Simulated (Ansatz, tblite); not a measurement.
# AlN with GFN1-xTB from a Python script

These are simulated results from tblite 0.8.0, not measurements. The cell was built from a prototype and was relaxed with r2SCAN in plane waves (Ansatz 0.2.0). Not every such cell is a known phase. All runs are without spin polarisation.

The symmetry is P6_3/mmc (No. 194, hexagonal); conventional cell a = 3.292 Å, c = 4.137 Å, 9.71 Å³ an atom. Al has 5 N at 1.90–2.07 Å; N has 5 Al at 1.90–2.07 Å.

tblite solves periodic systems at the zone centre alone, so the script builds a cluster of 3×3×2 conventional cells (72 atoms), which folds in a coarse mesh of k points.

run.py reads:

```python
import json
from ase import Atoms
from ase.build import make_supercell
from ase.units import Bohr, GPa, Hartree
from tblite.interface import Calculator

atoms = Atoms(['Al', 'Al', 'N', 'N'],
              cell=[[3.292347, 0.0, -0.0], [-1.646173, 2.851256, 0.0], [-0.0, -0.0, 4.136959]],
              scaled_positions=[[0.333333, 0.666667, 0.25], [0.666667, 0.333333, 0.75], [0.666667, 0.333333, 0.25], [0.333333, 0.666667, 0.75]],
              pbc=True)
cluster = make_supercell(atoms, [[3, 0, 0], [0, 3, 0], [0, 0, 2]])
calc = Calculator('GFN1-xTB', cluster.numbers, cluster.positions / Bohr, lattice=cluster.cell[:] / Bohr, periodic=cluster.pbc)
calc.set('temperature', 0.02 / Hartree)
calc.set('max-iter', 150)
res = calc.singlepoint()
levels = res.get('orbital-energies') * Hartree
nv = round(res.get('orbital-occupations').sum() / 2)
cells = len(cluster) // len(atoms)
out = {'energy_per_cell': res.get('energy') * Hartree / cells, 'homo': levels[nv - 1], 'lumo': levels[nv],
       'stress': (-res.get('virial') * Hartree / cluster.get_volume() / GPa).tolist(), 'charges': res.get('charges')[:len(atoms)].tolist(), 'electrons': 2 * nv / cells}
json.dump(out, open('results.json', 'w'))
for key, value in out.items():
    print(key, value)
```

Command: `python run.py`. It took 6.5 s on 1 thread of Arm Neoverse V2, on a shared host, peak memory 0.12 GiB.

What it printed:

```
------------------------------------------------------------
  cycle        total energy    energy error   density error
------------------------------------------------------------
      1     -139.3306394081  -1.3946794E+02   1.0428913E+00
      2     -153.5743541294  -1.4243715E+01   4.7439238E-01
      3     -160.5269422872  -6.9525882E+00   2.6025302E-01
      4     -161.0125157544  -4.8557347E-01   2.7436275E-02
      5     -161.0061350584   6.3806960E-03   3.8343723E-02
      6     -161.0374036397  -3.1268581E-02   6.6856650E-03
      7     -161.0349468711   2.4567685E-03   1.5751060E-02
      8     -161.0386178070  -3.6709358E-03   3.8288375E-03
      9     -161.0387770467  -1.5923976E-04   2.2305498E-03
     10     -161.0388359616  -5.8914857E-05   1.0185301E-03
     11     -161.0388468398  -1.0878241E-05   6.0418267E-04
     12     -161.0388500034  -3.1635283E-06   4.2507923E-04
     13     -161.0388522133  -2.2099083E-06   2.3166273E-04
     14     -161.0388529419  -7.2864128E-07   1.1276072E-04
     15     -161.0388531679  -2.2597828E-07   9.7182322E-06
------------------------------------------------------------

 total:                                   6.060 sec
energy_per_cell -243.44946658181522
homo -15.725326565831526
lumo -15.705608909339839
stress [[50.04788022050161, -0.0023991768996976122, 1.7746992212412515e-05], [-0.0023991768996977254, 50.0451260796594, -1.0246235532967775e-05], [1.7746992212092272e-05, -1.0246235532842687e-05, 51.11811667657941]]
charges [0.3553948001679271, 0.3553672027845236, -0.3553853672402054, -0.35537477370306814]
electrons 16.0
```

The cycle table is in hartree for the whole cluster, and the lines after it are in eV (the energy for one cell). The printed stress is in GPa and positive in compression, and the pressure is its mean diagonal.

GFN1-xTB gives a level spacing of 0.02 eV, too small to call a gap. On the same cell, plane-wave PBE (Ansatz, 12×12×6 k points and the special points) gives a gap of 3.46 eV and r2SCAN a gap of 4.03 eV; on shared hosts these took about 2.2 and 5.6 core-seconds on the 4-atom cell, against 6.5 for the script. Semilocal gaps usually lie below measured ones. This method closes a gap that PBE finds, a failure in kind.

The same script was run on cells scaled at fixed shape and fractional coordinates:

```tsv
volume (Å³/atom)	energy (meV/atom)	pressure (GPa, positive in compression)	gap (eV)
8.54	499.0	94.44	1.28
9.13	207.7	67.18	0.66
9.71	0.0	50.40	0.02
10.29	-157.9	35.79	0.07
10.87	-267.9	25.45	0.00
```

The minimum lies beyond the largest of these volumes.

xTB was fitted mostly to molecules, and a small cluster samples few k points, so gaps, pressures and kinks along a curve can be far from a solid's.
